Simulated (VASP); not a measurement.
# Settings for GaCo: relaxation of the cell

GaCo, Pm-3m (no. 221), 2 atoms in the cell. LDA; PAW potentials Ga_d, Co (LDA set). VASP 6.6.1. The cell is changed on purpose: volume scaled by 0.95.

Wanted: cell volume within 0.05 %; lattice lengths within 0.03 %; shortest distances from each atom, periodic images included within 0.002 Å.

What the run is for: cell; Accuracy asked: tight.

The series start from Plane-wave cutoff (eV): 430; Smearing width (eV): 0.07; k-point mesh: 11 × 11 × 11; Relaxation passes: 2; Ionic threshold (EDIFFG): -0.005; Electronic threshold (eV): 1e-6; Precision mode (PREC): Accurate; Relaxation algorithm: IBRION=2 POTIM=0.5. Each series keeps the choices made before it, and each single choice may use up half of a tolerance. Times cover all steps of a run.

## Plane-wave cutoff (eV)

| Plane-wave cutoff (eV) | Cell volume (Å³) | Lattice lengths, largest deviation against the largest value | Shortest distances from each atom, periodic images included, largest deviation (Å) | Time (s) |
|---|---|---|---|---|
| 280 | 22.09 | 0.22 % | 0.0054 | 11 |
| 330 | 22.21 | 0.037 % | 0.0009 | 9.9 |
| 370 | 22.16 | 0.11 % | 0.0027 | 12 |
| 430 | 22.19 | 0.056 % | 0.0014 | 14 |
| 500 | 22.23 | 0.00036 % | 0.0000 | 19 |
| 600 | 22.23 | 0.0053 % | 0.0001 | 17 |
| 750 (reference) | 22.23 | 0 % | 0.0000 | 33 |

Chosen: 500, the loosest value from which every tighter one stays within half of the tolerance.

## Smearing width (eV)

| Smearing width (eV) | Cell volume (Å³) | Lattice lengths, largest deviation against the largest value | Shortest distances from each atom, periodic images included, largest deviation (Å) | Time (s) |
|---|---|---|---|---|
| 0.3 | 22.26 | 0.043 % | 0.0010 | 16 |
| 0.2 | 22.25 | 0.023 % | 0.0006 | 16 |
| 0.15 | 22.25 | 0.015 % | 0.0004 | 16 |
| 0.1 | 22.24 | 0.0092 % | 0.0002 | 16 |
| 0.07 | 22.23 | 0.0053 % | 0.0001 | 19 |
| 0.04 (reference) | 22.23 | 0 % | 0.0000 | 16 |

Chosen: 0.07.

## k-point mesh

| k-point mesh | Cell volume (Å³) | Lattice lengths, largest deviation against the largest value | Shortest distances from each atom, periodic images included, largest deviation (Å) | Time (s) |
|---|---|---|---|---|
| 4 × 4 × 4 | 22.4 | 0.26 % | 0.0063 | 9.8 |
| 5 × 5 × 5 | 22.21 | 0.031 % | 0.0008 | 7.2 |
| 7 × 7 × 7 | 22.25 | 0.031 % | 0.0008 | 18 |
| 8 × 8 × 8 | 22.24 | 0.019 % | 0.0005 | 16 |
| 11 × 11 × 11 | 22.23 | 0.0025 % | 0.0001 | 19 |
| 13 × 13 × 13 (reference) | 22.23 | 0 % | 0.0000 | 25 |

Chosen: 11 × 11 × 11.

## Relaxation passes

| Relaxation passes | Cell volume (Å³) | Lattice lengths, largest deviation against the largest value | Shortest distances from each atom, periodic images included, largest deviation (Å) | Time (s) |
|---|---|---|---|---|
| 1 | 22.24 | 0.0096 % | 0.0002 | 12 |
| 2 | 22.23 | 0 % | 0.0000 | 19 |
| 3 (reference) | 22.23 | 0 % | 0.0000 | 23 |

Chosen: 2.

## Ionic threshold (EDIFFG)

| Ionic threshold (EDIFFG) | Cell volume (Å³) | Lattice lengths, largest deviation against the largest value | Shortest distances from each atom, periodic images included, largest deviation (Å) | Time (s) |
|---|---|---|---|---|
| -0.05 | 22.24 | 0.0096 % | 0.0002 | 16 |
| -0.02 | 22.24 | 0.0096 % | 0.0002 | 15 |
| -0.01 | 22.24 | 0.0096 % | 0.0002 | 15 |
| -0.005 | 22.23 | 0 % | 0.0000 | 19 |
| -0.002 (reference) | 22.23 | 0 % | 0.0000 | 18 |

Chosen: -0.005.

## Electronic threshold (eV)

| Electronic threshold (eV) | Cell volume (Å³) | Lattice lengths, largest deviation against the largest value | Shortest distances from each atom, periodic images included, largest deviation (Å) | Time (s) |
|---|---|---|---|---|
| 0.0001 | 22.24 | 0.0021 % | 0.0001 | 37 |
| 1e-5 | 22.23 | 0.0046 % | 0.0001 | 18 |
| 1e-6 | 22.23 | 0.0092 % | 0.0002 | 19 |
| 1e-7 (reference) | 22.24 | 0 % | 0.0000 | 17 |

Chosen: 1e-7; the next looser run is off by more than half of the tolerance, so convergence isn't shown beyond this value.

## Precision mode (PREC)

| Precision mode (PREC) | Cell volume (Å³) | Lattice lengths, largest deviation against the largest value | Shortest distances from each atom, periodic images included, largest deviation (Å) | Time (s) |
|---|---|---|---|---|
| Normal | 22.24 | 0.0014 % | 0.0000 | 9.2 |
| Accurate (reference) | 22.24 | 0 % | 0.0000 | 17 |

Chosen: Normal.

## Relaxation algorithm

| Relaxation algorithm | Cell volume (Å³) | Lattice lengths, largest deviation against the largest value | Shortest distances from each atom, periodic images included, largest deviation (Å) | Time (s) |
|---|---|---|---|---|
| IBRION=2 POTIM=0.5 | 22.24 | 0 % | 0.0000 | 9.2 |
| IBRION=2 POTIM=0.2 | 22.24 | 0.0011 % | 0.0000 | 8.8 |
| IBRION=1 POTIM=0.5 | 22.24 | 0.00036 % | 0.0000 | 10 |
| IBRION=1 POTIM=0.2 | 22.23 | 0.0057 % | 0.0001 | 9.6 |

Chosen: IBRION=2 POTIM=0.5; no other choice that stays within half of the tolerance saves 30 % of the time.

## All choices together

| Input | Cell volume (Å³) | Lattice lengths, largest deviation against the largest value | Shortest distances from each atom, periodic images included, largest deviation (Å) | Time (s) |
|---|---|---|---|---|
| the program's defaults (naive) | 22.09 | 0.22 % | 0.0053 | 2.8 |
| chosen settings | 22.24 | 0.0068 % | 0.0002 | 9.2 |
| reference settings throughout | 22.23 | 0 % | 0.0000 | 67 |

The chosen settings stay within the tolerance of the reference run, but the reference itself isn't shown to be converged in: Electronic threshold (eV).

Values of the reference run: Lattice lengths: 2.812, 2.812, 2.812 Å; Shortest distances from each atom, periodic images included: 2.435, 2.435, 2.435, 2.435, 2.435, 2.435, 2.435, 2.435 Å.

## The input

INCAR.step1:
```
SYSTEM = GaCo
GGA = CA
ISPIN = 2
MAGMOM = 0 2
LORBIT = 11
ISMEAR = 0
SIGMA = 0.07
LWAVE = .False.
LCHARG = .False.
NSW = 80
PREC = Normal
LASPH = .True.
LREAL = .False.
ALGO = Normal
EDIFF = 1E-7
NELM = 200
GGA_COMPAT = .False.
IBRION = 2
ISIF = 3
EDIFFG = -0.005
NELMIN = 4
ENCUT = 500
LMAXMIX = 4
KPAR = 8
POTIM = 0.5
```

INCAR.step3, as INCAR.step1 but for:
```
- NSW = 80
- IBRION = 2
- ISIF = 3
- EDIFFG = -0.005
- NELMIN = 4
- POTIM = 0.5
+ ISIF = 2
```

KPOINTS:
```
Automatic mesh
0
Gamma
  11 11 11
  0 0 0
```

POSCAR.step1:
```
GaCo
1.0
    2.8292109136      0.0000000000      0.0000000000
    0.0000000000      2.8292109136      0.0000000000
    0.0000000000      0.0000000000      2.8292109136
Ga Co
1 1
Direct
    0.5000000000      0.5000000000      0.5000000000
    0.0000000000      0.0000000000      0.0000000000
```

Commands (each step's output is kept before the next begins):
```
cat potpaw_LDA.64/Ga_d/POTCAR potpaw_LDA.64/Co/POTCAR > POTCAR
cp INCAR.step1 INCAR
cp POSCAR.step1 POSCAR
mpirun -np 8 vasp_std > vasp.out
cp CONTCAR POSCAR
mpirun -np 8 vasp_std > vasp.out
cp CONTCAR POSCAR
cp INCAR.step3 INCAR
mpirun -np 8 vasp_std > vasp.out
```

The chosen input took VASP 6.6.1 9.2 s on 8 cores (AMD EPYC 9R45 (Zen 5)), a shared host.
